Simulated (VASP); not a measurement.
Set up this calculation in VASP 6.6.1, as the native input.

| Quantity | Value |
| --- | --- |
| Task | band structure |
| Functional | PBE |
| Potentials or basis | VASP PAW PBE potentials, release 64 (Hf_pv, S) |
| Cutoff | 520 eV |
| k mesh | 9 × 9 × 6 |
| Occupations | gaussian, width 0.02 eV |
| Spin | no spin polarisation |
| Further INCAR settings | ALGO = Normal; EDIFF = 1e-07; NBANDS = 18 |

Crystal: HfS2.

```xyz
3
Lattice="3.6397 0.0000 0.0000 -1.8198 3.1520 0.0000 0.0000 0.0000 6.0556" Properties=species:S:1:pos:R:3 pbc="T T T"
Hf    0.0000    0.0000    0.0000
S     1.8198    1.0507    4.6262
S     0.0000    2.1014    1.4294
```

The cell is a database's computed one.

These files were run (other wordings do the same):

POSCAR

```
HfS2
1.0
    3.6396641800      0.0000000000      0.0000000000
   -1.8198320900      3.1520416400      0.0000000000
    0.0000000000      0.0000000000      6.0555624700
Hf S
1 2
Direct
    0.0000000000      0.0000000000      0.0000000000
    0.6666666700      0.3333333300      0.7639520500
    0.3333333300      0.6666666700      0.2360479500
```

INCAR.step1

```
SYSTEM = HfS2
PREC = Accurate
ENCUT = 520
EDIFF = 1E-7
ISMEAR = 0
SIGMA = 0.02
LREAL = .False.
LASPH = .True.
NELM = 80
ALGO = Normal
ISIF = 2
LWAVE = .False.
LCHARG = .True.
LMAXMIX = 4
GGA = PE
NBANDS = 18
```

KPOINTS.step1

```
regular mesh
0
Gamma
  9 9 6
  0 0 0
```

INCAR.step2

```
SYSTEM = HfS2
PREC = Accurate
ENCUT = 520
EDIFF = 1E-7
ISMEAR = 0
SIGMA = 0.05
LREAL = .False.
LASPH = .True.
NELM = 80
ALGO = Normal
ISIF = 2
LWAVE = .False.
LCHARG = .False.
LMAXMIX = 4
GGA = PE
NBANDS = 18
ICHARG = 11
```

KPOINTS.step2

```
path GMKGALHA,LM,KH
15
line-mode
reciprocal
 0.0000000000  0.0000000000  0.0000000000  G
 0.5000000000  0.0000000000  0.0000000000  M

 0.5000000000  0.0000000000  0.0000000000  M
 0.3333333333  0.3333333333  0.0000000000  K

 0.3333333333  0.3333333333  0.0000000000  K
 0.0000000000  0.0000000000  0.0000000000  G

 0.0000000000  0.0000000000  0.0000000000  G
 0.0000000000  0.0000000000  0.5000000000  A

 0.0000000000  0.0000000000  0.5000000000  A
 0.5000000000  0.0000000000  0.5000000000  L

 0.5000000000  0.0000000000  0.5000000000  L
 0.3333333333  0.3333333333  0.5000000000  H

 0.3333333333  0.3333333333  0.5000000000  H
 0.0000000000  0.0000000000  0.5000000000  A

 0.5000000000  0.0000000000  0.5000000000  L
 0.5000000000  0.0000000000  0.0000000000  M

 0.3333333333  0.3333333333  0.0000000000  K
 0.3333333333  0.3333333333  0.5000000000  H
```

Potentials or basis: VASP PAW PBE potentials, release 64 (Hf_pv, S).

The run is started by

```bash
$ cat potpaw_PBE.64/Hf_pv/POTCAR potpaw_PBE.64/S/POTCAR > POTCAR
$ cp INCAR.step1 INCAR
$ cp KPOINTS.step1 KPOINTS
$ mpirun -np 1 vasp_std > vasp.out
$ cp INCAR.step2 INCAR
$ cp KPOINTS.step2 KPOINTS
$ mpirun -np 1 vasp_std > vasp.out
```

It gave:

```yaml
Band_gap_on_the_k_mesh: 1.22 eV, indirect (least direct gap 1.95 eV)
Band_gap_along_the_path: 1.20 eV, indirect (least direct gap 1.99 eV)
```

Caveat: the log is that of the step along the path at fixed density, whose energy, stress, charges and moments have no meaning; spin-orbit coupling is left out, which moves the levels of the heavy elements.

It took 120 s on 1 thread of Intel(R) Xeon(R) 6975P-C (Granite Rapids) (shared host), peak memory 0.28 GiB.
